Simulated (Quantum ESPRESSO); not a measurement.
Crystal: BAs.

```
As B
1.0
     0.00000    2.38850    2.38850
     2.38850    0.00000    2.38850
     2.38850    2.38850    0.00000
As B
1 1
Direct
  0.75000 0.75000 0.75000
  0.00000 0.00000 0.00000
```

Base run:

```yaml
Program: Quantum ESPRESSO 7.5
Functional: PBE
Potentials_or_basis: SG15 PBE 1.2
Cutoff: 952 eV
Density_cutoff: 3810 eV
k_mesh: 6 × 6 × 6
Occupations: fermi-dirac, width 0.05 eV
Spin: no spin polarisation
```

Its results: band gap on the k mesh 1.29 eV, indirect (least direct gap 3.29 eV); pressure 2.7 GPa.

**Question.** After a change of settings the same cell gave: band gap on the k mesh 1.43 eV, indirect (least direct gap 3.27 eV); pressure 3.2 GPa. Which change was it?
A. k mesh from 6 × 6 × 6 to 8 × 8 × 8
B. potentials or basis from SG15 PBE 1.2 to PseudoDojo 0.4.1 SR PBE standard; cutoff from 952 eV to 1143 eV; density cutoff from 3810 eV to 4572 eV; k mesh from 6 × 6 × 6 to 10 × 10 × 10; valence electrons from 8 to 18
C. potentials or basis from SG15 PBE 1.2 to SSSP 1.3 efficiency PBE; cutoff from 952 eV to 748 eV; density cutoff from 3810 eV to 5987 eV; k mesh from 6 × 6 × 6 to 10 × 10 × 10
D. k mesh from 6 × 6 × 6 to 4 × 4 × 4

**Answer.** D.

Caveats: some runs use coarse meshes.

Not every run made on this cell is shown here.
